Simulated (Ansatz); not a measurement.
Runs of Ansatz 0.2.0 on N. The structure is tetragonal, space group P4_2/mnm (No. 136). The conventional cell has a = 4.084 Å, b = 4.084 Å, c = 5.346 Å, α = 90.00°, β = 90.00°, γ = 90.00°. Around N (site symmetry m2m) lie 1 N at 1.11 Å. 

| task | level | cell | k mesh | cutoff (eV) | smearing | gap on the mesh (eV) | pressure (GPa) | relaxed volume (Å³/atom) | largest force (eV/Å) |
| --- | --- | --- | --- | --- | --- | --- | --- | --- | --- |
| single point | PBEsol | as given | 7 × 7 × 5 | 420 | gaussian 0.02 eV | (b) | -0.8 | - | (a) |
| projected density of states | PBE0 | as given | 4 × 4 × 3 | 420 | fermi-dirac 0.05 eV | (c) | - | - | 2.62 |
| projected density of states | HSE06 | as given | 4 × 4 × 3 | 420 | fermi-dirac 0.05 eV | 9.22 | - | - | 2.59 |
| relaxation of cell and atoms | r2SCAN+D4 | relaxed | 7 × 7 × 5 | 500 | fermi-dirac 0.05 eV | 7.68 | 0.0 | 21.50 | 0.01 |
| relaxation of cell and atoms | r2SCAN+rVV10 | relaxed | 7 × 7 × 5 | 500 | fermi-dirac 0.05 eV | 7.50 | 0.0 | 20.19 | 0.01 |

Alike in all rows: potentials or basis Ansatz PAW; no spin polarisation.

Estimate the missing entries.

(a) 0.86; (b) 6.90; (c) 10.03.

Caveats: odd divisions of the mesh miss points on the zone boundary, where band edges often lie, so the gap on the mesh can be too wide; the PAW data sets come from PBE, with cores solved anew for the run's functional, which leaves a small shift of forces and pressure; forces of over 1 eV/Å show positions far from the minimum, so gaps and moduli don't describe the material at rest (some runs); the density of states is complete only up to the lowest level of the last band computed (some runs); the plane-wave basis is chosen anew once the cell has moved, so the energies of steps on either side of that aren't comparable (some runs).

A k mesh can miss the band edges.

Not every run made on this cell is shown here.
